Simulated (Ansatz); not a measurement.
Crystal: Al2O3.

```
Al O
1.0
     3.01748    0.00000    0.00000
    -1.50874    2.61322    0.00000
     0.00000    0.00000    7.57464
Al O
2 3
Cartesian
  0.0000 0.0000 5.4693
  0.0000 0.0000 2.1054
  0.0000 0.0000 3.7873
  1.5087 0.8711 6.0638
  0.0000 1.7421 1.5108
```

Measurements of this composition are mostly on another form, of space group No. 167.

Base run:

| Quantity | Value |
| --- | --- |
| Program | Ansatz 0.2.0 |
| Functional | PBEsol |
| Potentials or basis | Ansatz PAW |
| Cutoff | 420 eV (not typed: the program's choice for these potentials) |
| k mesh | 10 × 10 × 4 |
| Occupations | fermi-dirac, width 0.05 eV |
| Spin | no spin polarisation |

Its results: band gap on the k mesh 2.20 eV, direct; pressure -3.7 GPa; largest force 0.185 eV/Å.

Question: The run is repeated on the same cell with these changes: functional from PBEsol to LDA. What comes out?

Answer: Band gap on the k mesh 2.20 eV, direct; pressure -8.3 GPa; largest force 0.459 eV/Å.

LDA binds more tightly than PBEsol, so the same cell stands under less pressure.

Caveats: the PAW data sets come from PBE, with cores solved anew for the run's functional, which leaves a small shift of forces and pressure.
